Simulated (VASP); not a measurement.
InN (relaxed from the wurtzite structure, space group P6_3mc) relaxed at rising pressure, in one space group throughout; other phases were not tried. The pressures are those reached. These are PBEsol GGA, VASP's PBE PAW potentials (set 64) (plane waves; VASP) values and carry that method's errors.

```
P (GPa)  V (Å³/atom)   k-mesh
-------  -----------  -------
-0.04         15.493  10×10×6
4.94          14.974  10×10×6
9.91          14.537  10×10×6
20.11         13.817    8×8×4
29.88         13.261    8×8×4
```

A change of mesh leaves a small step in the series.

Fit an equation of state and predict the volume at 44.91 GPa.

Least squares on the third-order Birch-Murnaghan form, P = (3B0/2)(y⁷ − y⁵)[1 + (3/4)(B′ − 4)(y² − 1)] with y = (V0/V)^(1/3), gives V0 = 15.486 Å³/atom, B0 = 137 GPa and B′ = 4.4, and so 12.586 Å³/atom. The run gave 12.585 Å³/atom, -0.0 % from the fit.

Pressures at which the relaxation failed are left out.

The structure was generated: InN was put into the wurtzite type (P6_3mc), which need not be its known phase.
